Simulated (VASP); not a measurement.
# TiC (Fm-3m) in VASP: density of states with PBE

Aim: the density of states of TiC with PBE.

All numbers are computed with VASP 6.6.1; they aren't measurements. Logs are shortened: lines on timing, memory, paths and dates and some standing lists are left out, and cuts for length are marked.

## (1) The structure

Symmetry: Fm-3m, No. 225, cubic system. Conventional cell: a = 4.340 Å, b = 4.340 Å, c = 4.340 Å, α = 90.00°, β = 90.00°, γ = 90.00°. Ti (site symmetry m-3m) has 6 C at 2.17 Å as nearest neighbours. C (site symmetry m-3m) is surrounded by 6 Ti at 2.17 Å.

## (2) Density of states, PBE

The input, POSCAR:

```
TiC                                     
1.0
    0.0000000000      2.1699009300      2.1699009300
    2.1699009300      0.0000000000      2.1699009300
    2.1699009300      2.1699009300      0.0000000000
  Ti              C             
     1     1
Direct
     0.0000000000000000    0.0000000000000000    0.0000000000000000
     0.5000000000000000    0.5000000000000000    0.5000000000000000
```

The input, INCAR.step1:

```
SYSTEM = TiC
ALGO = Normal
EDIFF = 1E-7
ENCUT = 520
GGA = PE
ISIF = 2
ISMEAR = 0
LASPH = .TRUE.
LCHARG = .TRUE.
LMAXMIX = 4
LREAL = .FALSE.
LWAVE = .FALSE.
NELM = 60
PREC = Accurate
SIGMA = 1.0
```

The input, KPOINTS.step1:

```
k-points
0
G
  16 16 16
  0 0 0
```

The input, INCAR.step2:

```
SYSTEM = TiC
ALGO = Normal
EDIFF = 1E-7
ENCUT = 520
GGA = PE
ICHARG = 11
ISIF = 2
ISMEAR = -5
LASPH = .TRUE.
LCHARG = .FALSE.
LMAXMIX = 4
LORBIT = 11
LREAL = .FALSE.
LWAVE = .FALSE.
NEDOS = 2001
NELM = 60
PREC = Accurate
SIGMA = 1.0
```

The input, KPOINTS.step2:

```
k-points
0
G
  24 24 24
  0 0 0
```

Potentials or basis: VASP PAW PBE potentials, release 64 (Ti_sv, C).

Launch:

```console
$ cat potpaw_PBE.64/Ti_sv/POTCAR potpaw_PBE.64/C/POTCAR > POTCAR
$ cp INCAR.step1 INCAR
$ cp KPOINTS.step1 KPOINTS
$ mpirun -np 1 vasp_std > vasp.out
$ cp INCAR.step2 INCAR
$ cp KPOINTS.step2 KPOINTS
$ mpirun -np 1 vasp_std > vasp.out
```

OUTCAR:

```text
SYSTEM = TiC
   EDIFF = 1E-7
   ENCUT = 520
   GGA = PE
   ICHARG = 11
   ISIF = 2
   ISMEAR = -5
   LASPH = .TRUE.
   LORBIT = 11
   LREAL = .FALSE.
   NELM = 60
   PREC = Accurate

 ion  position               nearest neighbor table
   1  0.000  0.000  0.000-   2 2.17   2 2.17   2 2.17   2 2.17   2 2.17   2 2.17
   2  0.500  0.500  0.500-   1 2.17   1 2.17   1 2.17   1 2.17   1 2.17   1 2.17

  LATTYP: Found a face centered cubic cell.
 ALAT       =     4.3398018600

  Lattice vectors:

 A1 = (   0.0000000000,   2.1699009300,   2.1699009300)
 A2 = (   2.1699009300,   0.0000000000,   2.1699009300)
 A3 = (   2.1699009300,   2.1699009300,   0.0000000000)

Analysis of symmetry for initial positions (statically):
=====================================================================
 Subroutine PRICEL returns:
 Original cell was already a primitive cell.

 Routine SETGRP: Setting up the symmetry group for a
 face centered cubic supercell.

 Subroutine GETGRP returns: Found 48 space group operations
 (whereof 48 operations were pure point group operations)
 out of a pool of 48 trial point group operations.

The static configuration has the point symmetry O_h .

Analysis of symmetry for dynamics (positions and initial velocities):
=====================================================================
 Subroutine PRICEL returns:
 Original cell was already a primitive cell.

 Routine SETGRP: Setting up the symmetry group for a
 face centered cubic supercell.

 Subroutine GETGRP returns: Found 48 space group operations
 (whereof 48 operations were pure point group operations)
 out of a pool of 48 trial point group operations.

The dynamic configuration has the point symmetry O_h .

 Subroutine INISYM returns: Found 48 space group operations
 (whereof 48 operations are pure point group operations),
 and found     1 'primitive' translations

----------------------------------------------------------------------------------------

                                     Primitive cell

  volume of cell :      20.4338

  direct lattice vectors                    reciprocal lattice vectors
     0.000000000  2.169900930  2.169900930    -0.230425266  0.230425266  0.230425266
     2.169900930  0.000000000  2.169900930     0.230425266 -0.230425266  0.230425266
     2.169900930  2.169900930  0.000000000     0.230425266  0.230425266 -0.230425266

  length of vectors
     3.068703324  3.068703324  3.068703324     0.399108269  0.399108269  0.399108269

  position of ions in fractional coordinates (direct lattice)
     0.000000000  0.000000000  0.000000000
     0.500000000  0.500000000  0.500000000

  ion indices of the primitive-cell ions
   primitive index   ion index
                 1           1
                 2           2

----------------------------------------------------------------------------------------

 KPOINTS: k-points

Automatic generation of k-mesh.
 Grid dimensions read from file:
 generate k-points for:   24   24   24

 Generating k-lattice:

  Cartesian coordinates                     Fractional coordinates (reciprocal lattice)
    -0.009601053  0.009601053  0.009601053     0.041666667  0.000000000  0.000000000
     0.009601053 -0.009601053  0.009601053     0.000000000  0.041666667  0.000000000
     0.009601053  0.009601053 -0.009601053     0.000000000  0.000000000  0.041666667

  Length of vectors
     0.016629511  0.016629511  0.016629511

  Shift w.r.t. Gamma in fractional coordinates (k-lattice)
     0.000000000  0.000000000  0.000000000

 TETIRR: Found   1864 inequivalent tetrahedra from    82944

 Subroutine IBZKPT returns following result:
 ===========================================

 Found    413 irreducible k-points:

 Following reciprocal coordinates:
            Coordinates               Weight
  0.000000  0.000000  0.000000      1.000000
  0.041667  0.000000  0.000000      8.000000
  0.083333  0.000000  0.000000      8.000000
  0.125000  0.000000  0.000000      8.000000
  0.166667  0.000000  0.000000      8.000000
  0.208333  0.000000  0.000000      8.000000
[... 16 lines left out ...]
  0.416667  0.041667  0.000000     24.000000
  0.458333  0.041667  0.000000     24.000000
 [... further k-points ...]
   k-points           NKPTS =    413   k-points in BZ     NKDIM =    413   number of bands    NBANDS=     12
   number of dos      NEDOS =   2001   number of ions     NIONS =      2
   total plane-waves  NPLWV =  13824
   dimension x,y,z NGX =    24 NGY =   24 NGZ =   24
   dimension x,y,z NGXF=    48 NGYF=   48 NGZF=   48
   ions per type =               1   1
   NGX,Y,Z   is equivalent  to a cutoff of  13.00, 13.00, 13.00 a.u.
   NGXF,Y,Z  is equivalent  to a cutoff of  26.00, 26.00, 26.00 a.u.
 SYSTEM =  TiC
   PREC   = accura    normal or accurate (medium, high low for compatibility)
   ISTART =      0    job   : 0-new  1-cont  2-samecut
   ICHARG =     11    charge: 1-file 2-atom 10-const
   ISPIN  =      1    spin polarized calculation?
   LNONCOLLINEAR =      F non collinear calculations
   LSORBIT =      F    spin-orbit coupling
   LASPH  =      T    aspherical Exc in radial PAW
   ENCUT  =  520.0 eV  38.22 Ry    6.18 a.u.   5.71  5.71  5.71*2*pi/ulx,y,z
   NELM   =     60;   NELMIN=  2; NELMDL=  0     # of ELM steps
   EDIFF  = 0.1E-06   stopping-criterion for ELM
   LREAL  =      F    real-space projection
   EDIFFG = 0.1E-05   stopping-criterion for IOM
   NSW    =      0    number of steps for IOM
   IBRION =     -1    ionic relax: 0-MD 1-quasi-New 2-CG
   NFREE  =      0    steps in history (QN), initial steepest desc. (CG)
   ISIF   =      2    stress and relaxation
   ISYM   =      2    0-nonsym 1-usesym 2-fastsym
   POTIM  = 0.5000    time-step for ionic-motion
   TEBEG  =    0.0;   TEEND  =   0.0 temperature during run
   PSTRESS=    0.0 pullay stress
   NELECT =      16.0000    total number of electrons
   NUPDOWN=      -1.0000    fix difference up-down
   EMIN   =  10.00;   EMAX   =-10.00  energy-range for DOS
   EFERMI =   0.00;   METHOD = LEGACY
   ISMEAR =    -5;   SIGMA  =   1.00  broadening in eV -4-tet -1-fermi 0-gaus
   EFERMI_NEDOS =   21; number of points for ismear=-14 and -15
   IALGO  =     38    algorithm
   IMIX   =      4    mixing-type and parameters
     AMIX     =   0.40;   BMIX     =  1.00
     AMIX_MAG =   1.60;   BMIX_MAG =  1.00
  volume/ion in A,a.u.               =      10.22        68.95
  Fermi-wavevector in a.u.,A,eV,Ry     =   1.508916  2.851437 30.978098  2.276826
  Thomas-Fermi vector in A             =   2.619307
   LORBIT       =     11    0 simple, 1 ext, 2 COOP (PROOUT), +10 PAW based schemes
   GGA     = PE    functional components
   LHFCALC =     F    Hartree Fock is set to
   AEXX    =    0.0000 exact exchange contribution
   IVDW    =     0    specifies the selected vdW correction
   LEPSILON=     F    determine dielectric tensor
   LRPA    =     F    only Hartree local field effects (RPA)
 non-spin polarized calculation
 Fermi weights with tetrahedron method with Bloechl corrections
  energy-cutoff  :      520.00
  volume of cell :       20.43
 maximum number of plane-waves:       568

 number of electron      15.9999999 magnetization

 Free energy of the ion-electron system (eV)
  ---------------------------------------------------
  ext. energy  EPLUGINS =         0.00000000
  ---------------------------------------------------
  free energy    TOTEN  =       -18.70975038 eV

  energy without entropy =      -18.70975038  energy(sigma->0) =      -18.70975038

 E-fermi :   9.3601     XC(G=0): -12.6682

 val. band max:        9.3878070009   @ k =   0.1250   0.0833   0.0000
 cond. band min:       9.3457794698   @ k =   0.4167   0.3750   0.0417
 fundamental gap:     -0.0420275311
 Fermi energy:         9.3601228989

 k-point     1 :       0.0000    0.0000    0.0000
  band No.  band energies     occupation
      1     -47.2248      2.00000
      2     -23.2540      2.00000
      3     -23.2540      2.00000
      4     -23.2540      2.00000
      5      -3.0372      2.00000
      6      10.0563      0.00000
      7      10.0563      0.00000
      8      10.0563      0.00000
      9      10.9939      0.00000
     10      10.9939      0.00000
     11      10.9939      0.00000
     12      11.0699      0.00000

 k-point     2 :       0.0417    0.0000    0.0000
  band No.  band energies     occupation
      1     -47.2236      2.00000
      2     -23.2626      2.00000
      3     -23.2548      2.00000
      4     -23.2548      2.00000
      5      -2.9981      2.00000
      6       9.8307     -0.01511
      7       9.9907      0.00000
      8       9.9907      0.00000
      9      10.4975      0.00000
     10      10.4975      0.00000
     11      11.1270      0.00000
     12      11.6891      0.00000

 k-point     3 :       0.0833    0.0000    0.0000
  band No.  band energies     occupation
      1     -47.2200      2.00000
      2     -23.2878      2.00000
      3     -23.2571      2.00000
      4     -23.2571      2.00000
      5      -2.8817      2.00000
      6       9.3358      1.30866
      7       9.5992      0.11087
      8       9.5992     -0.05380
      9      10.3663      0.00000
     10      10.3663      0.00000
     11      11.3584      0.00000
     12      12.3807      0.00000

 k-point     4 :       0.1250    0.0000    0.0000
  band No.  band energies     occupation
      1     -47.2144      2.00000
      2     -23.3276      2.00000
      3     -23.2609      2.00000
      4     -23.2609      2.00000
      5      -2.6915      2.00000
      6       8.7224      2.00000
      7       9.0657      2.04779
      8       9.0657      2.12731
      9      10.4675      0.00000
     10      10.4675      0.00000
     11      11.5751      0.00000
     12      13.0872      0.00000

 k-point     5 :       0.1667    0.0000    0.0000
  band No.  band energies     occupation
      1     -47.2071      2.00000
      2     -23.3792      2.00000
      3     -23.2658      2.00000
      4     -23.2658      2.00000
      5      -2.4325      2.00000
      6       8.0454      2.00000
      7       8.5506      2.00000
      8       8.5506      2.00000
      9      10.6435      0.00000
     10      10.6435      0.00000
     11      11.7699      0.00000
     12      13.7936      0.00000
[... 228 lines left out ...]
      1     -47.1736      2.00000
      2     -23.6028      2.00000
      3     -23.2951      2.00000
      4     -23.2869      2.00000
      5      -1.0184      2.00000
      6       5.4457      2.00000
      7       7.0120      2.00000
      8       7.1976      2.00000
      9      11.3856      0.00000
     10      11.7165      0.00000
     11      12.6025      0.00000
     12      15.7900      0.00000

 k-point    22 :       0.3750    0.0417    0.0000
  band No.  band energies     occupation
      1     -47.1658      2.00000
      2     -23.6545      2.00000
      3     -23.2993      2.00000
      4     -23.2932      2.00000
      5      -0.5789      2.00000
      6       4.8159      2.00000
      7       6.7741      2.00000
      8       6.9267      2.00000
      9      11.6569      0.00000
     10      11.9458      0.00000
     11      12.8478      0.00000
     12      16.3167      0.00000

 k-point    23 :       0.4167    0.0417    0.0000
  band No.  band energies     occupation
      1     -47.1596      2.00000
      2     -23.6957      2.00000
      3     -23.3022      2.00000
      4     -23.2987      2.00000
      5      -0.1586      2.00000
      6       4.2563      2.00000
      7       6.6030      2.00000
      8       6.7188      2.00000
      9      11.9014      0.00000
     10      12.1279      0.00000
     11      13.0901      0.00000
     12      16.7661      0.00000

 k-point    24 :       0.4583    0.0417    0.0000
  band No.  band energies     occupation
      1     -47.1553      2.00000
      2     -23.7237      2.00000
      3     -23.3035      2.00000
      4     -23.3032      2.00000
      5       0.1895      2.00000
      6       3.8190      2.00000
      7       6.4992      2.00000
      8       6.5758      2.00000
      9      12.0953      0.00000
     10      12.2414      0.00000
     11      13.2916      0.00000
     12      17.1207      0.00000

 [... further k-points ...]
[... 5 lines left out ...]
  --------------------------------------------------------------------------------------
  -------------------------------------------------------------------------------------
  Total       -0.5019303     -0.5019303     -0.5019303      0.0000000     -0.0000000      0.0000000
  in kB      -39.3553979    -39.3553979    -39.3553979      0.0000000     -0.0000000      0.0000000
  external PRESSURE =     -39.3553979 kB  Pullay stress =       0.0000000 kB

 VOLUME and BASIS-vectors are now :
 -----------------------------------------------------------------------------
  energy-cutoff  :      520.00
  volume of cell :       20.43
      direct lattice vectors                 reciprocal lattice vectors
     0.000000000  2.169900930  2.169900930    -0.230425266  0.230425266  0.230425266
     2.169900930  0.000000000  2.169900930     0.230425266 -0.230425266  0.230425266
     2.169900930  2.169900930  0.000000000     0.230425266  0.230425266 -0.230425266

 POSITION                                       TOTAL-FORCE (eV/Angst)
 -----------------------------------------------------------------------------------
      0.00000      0.00000      0.00000        -0.000000     -0.000000      0.000000
      2.16990      2.16990      2.16990         0.000000      0.000000     -0.000000
 -----------------------------------------------------------------------------------
    total drift:                                0.000000     -0.000000     -0.000000

  FREE ENERGIE OF THE ION-ELECTRON SYSTEM (eV)
  ---------------------------------------------------
  free  energy   TOTEN  =       -18.7097503796 eV

  energy  without entropy=      -18.7097503796  energy(sigma->0) =      -18.70975038

 total charge

# of ion       s       p       d       tot
------------------------------------------
    1        2.197   6.243   1.931  10.372
    2        0.897   1.510   0.000   2.407
--------------------------------------------------
tot          3.094   7.754   1.931  12.779
```

It took 61 s on 1 thread of Intel Xeon Platinum 8488C (Sapphire Rapids), shared host; peak memory 0.23 GiB.

Results:

- Valence electrons inside the program's atomic spheres: Ti 10.37; C 2.41

States per cell in windows of 1 eV (zero at the Fermi level; states under -8 eV left out):
| from (eV) | total | Ti1_d | C2_p | Ti1_p | Ti1_s | C2_s | C2_d |
| --- | --- | --- | --- | --- | --- | --- | --- |
| -8.0 | 0.00 | 0.00 | 0.00 | 0.00 | 0.00 | 0.00 | 0.00 |
| -7.0 | 0.00 | 0.00 | 0.00 | 0.00 | 0.00 | 0.00 | 0.00 |
| -6.0 | 0.18 | 0.03 | 0.04 | 0.00 | 0.02 | 0.00 | 0.00 |
| -5.0 | 0.85 | 0.17 | 0.20 | 0.03 | 0.07 | 0.01 | 0.00 |
| -4.0 | 1.11 | 0.20 | 0.27 | 0.10 | 0.03 | 0.01 | 0.00 |
| -3.0 | 2.47 | 0.88 | 0.63 | 0.09 | 0.01 | 0.01 | 0.00 |
| -2.0 | 1.01 | 0.38 | 0.26 | 0.03 | 0.00 | 0.00 | 0.00 |
| -1.0 | 0.42 | 0.14 | 0.12 | 0.02 | 0.00 | 0.00 | 0.00 |
| 0.0 | 0.46 | 0.24 | 0.08 | 0.01 | 0.00 | 0.00 | 0.00 |
| 1.0 | 0.90 | 0.63 | 0.07 | 0.01 | 0.00 | 0.00 | 0.00 |
| 2.0 | 2.11 | 1.72 | 0.11 | 0.01 | 0.01 | 0.01 | 0.00 |
| 3.0 | 2.94 | 2.27 | 0.29 | 0.02 | 0.04 | 0.01 | 0.00 |
| 4.0 | 0.67 | 0.43 | 0.10 | 0.02 | 0.01 | 0.01 | 0.00 |
| 5.0 | 0.69 | 0.44 | 0.09 | 0.02 | 0.01 | 0.03 | 0.00 |
| 6.0 | 0.27 | 0.16 | 0.05 | 0.01 | 0.00 | 0.01 | 0.00 |
| 7.0 | 0.09 | 0.05 | 0.02 | 0.00 | 0.00 | 0.00 | 0.00 |

Caveat: tetrahedron occupations give inexact forces and stress in metals.
